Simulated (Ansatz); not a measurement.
Wanted: the native input for an Ansatz 0.2.0 run.

```yaml
Task: electron localisation function
Functional: BLYP
Dispersion: D4
Potentials_or_basis: SG15 NC
Cutoff: 816 eV
Density_cutoff: 3265 eV
k_mesh: 11 × 11 × 11
Occupations: methfessel-paxton, width 0.15 eV
Spin: non-collinear spin, ferromagnetic start
Starting_moments: "[[0.5, 0.0, 0.0]] μB"
```

Nb:

```
Nb
1.0
    -1.64146    1.64146    1.64146
     1.64146   -1.64146    1.64146
     1.64146    1.64146   -1.64146
Nb
1
Cartesian
  0.0000 0.0000 0.0000
```

The cell isn't the ideal one: volume scaled by 0.96.

These files were run (other wordings do the same):

input.yaml

```yaml
crystal:
  lattice:
    - [-1.6414614324, 1.6414614324, 1.6414614324]
    - [1.6414614324, -1.6414614324, 1.6414614324]
    - [1.6414614324, 1.6414614324, -1.6414614324]
  atoms:
    - { symbol: Nb, position: [0.0, 0.0, 0.0], spin: 0.5, spin_axis: [0.5, 0.0, 0.0] }
hamiltonian:
  xc: blyp
  pseudopotentials:
    kind: nc
    accuracy: standard
    azcp: { Nb: Nb_ONCV_PBE-1.2.nc.azcp }
  dispersion: d4
magnetization:
  noncollinear: true
  spin_orbit: false
kpoints:
  mp_grid: { grid: [11, 11, 11] }
scf:
  occupations: { method: methfessel_paxton, width: 0.15 }
output:
  forces: true
  stress: true
  eigenvalues: true
  write_density: true
  write_potential: true
  elf: true
  volumetric_format: npy
```

Potentials or basis: SG15 NC.

The run is started by

```console
$ ansatz run input.yaml --threads 1 --pin off --max-ram 2560MiB --backend cpu --events-out ev --progress --plain --runs-dir out
```

It gave:

The pressure is 5.6 GPa, the band gap on the k mesh is none (metal or under the smearing width) and the net moment is 0.00 μB per cell. The absolute moment is 0.00 μB per cell.

Caveat: the potentials were made for another functional, which shifts forces and pressure; pairwise dispersion overbinds metals, which lowers pressure and volume; the starting moments weren't kept.

It took 10 s on 1 thread of Intel(R) Xeon(R) 6975P-C (Granite Rapids), on a shared host, peak memory 0.35 GiB.
